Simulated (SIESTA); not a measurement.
Runs of SIESTA 5.4.2 on BN. The structure is cubic, space group F-43m (No. 216). Conventional cell: a = 3.626 Å, b = 3.626 Å, c = 3.626 Å, α = 90.00°, β = 90.00°, γ = 90.00°. Around N (site symmetry -43m) lie 4 B at 1.57 Å. Around B (site symmetry -43m) lie 4 N at 1.57 Å. The cell is a database's computed one.

| task | level | potentials or basis | k mesh | wannier functions | bands left out below | wannier mesh | gap on the mesh (eV) | pressure (GPa) | V0 of scaled cells (Å³/atom) | B0 (GPa) |
| --- | --- | --- | --- | --- | --- | --- | --- | --- | --- | --- |
| band structure | AM05 | PseudoDojo 0.4 standard (PBEsol files), DZP (energy shift 0.003 Ry) | 13 × 13 × 13 | - | - | - | 4.45 | (a) | - | - |
| band structure | BLYP | PseudoDojo 0.4 standard (PBE files), DZP (energy shift 0.003 Ry) | 13 × 13 × 13 | - | - | - | 4.98 | 13.5 | - | - |
| single point | PBEsol | PseudoDojo 0.4 standard (PBEsol files), DZP (energy shift 0.003 Ry) | 13 × 13 × 13 | - | - | - | 4.45 | -2.4 | - | - |
| equation of state | PBEsol | PseudoDojo 0.4 standard (PBEsol files), DZP (energy shift 0.003 Ry) | 13 × 13 × 13 | - | - | - | - | - | 5.92 | 391 |
| band structure | vdW-DF-cx | PseudoDojo 0.4 standard (PBE files), DZP (energy shift 0.003 Ry) | 13 × 13 × 13 | - | - | - | 4.58 | 0.5 | - | - |
| Wannier functions | PBE | PseudoDojo 0.4 standard (PBE files), DZP (energy shift 0.003 Ry) | 10 × 10 × 10 | 4 | 0 | 6 × 6 × 6 | (b) | 2.6 | - | - |
| equation of state | LDA | PseudoDojo 0.4 standard (LDA files), DZP (energy shift 0.003 Ry) | 13 × 13 × 13 | - | - | - | - | - | 5.79 | 406 |

Alike in all rows: no spin polarisation; cell as given; smearing fermi-dirac 0.05 eV; grid cutoff 800 Ry; energy shift 0.003 Ry.

**Question.** Fill in the values left out.

**Answer.** (a) -3.4; (b) 4.56.

Caveats: the basis of atomic orbitals isn't converged, which shifts pressures, moduli and gaps; the potentials were made for another functional, which shifts forces and pressure (some runs); an odd mesh through Γ misses points on the zone boundary, where band edges often lie (some runs).
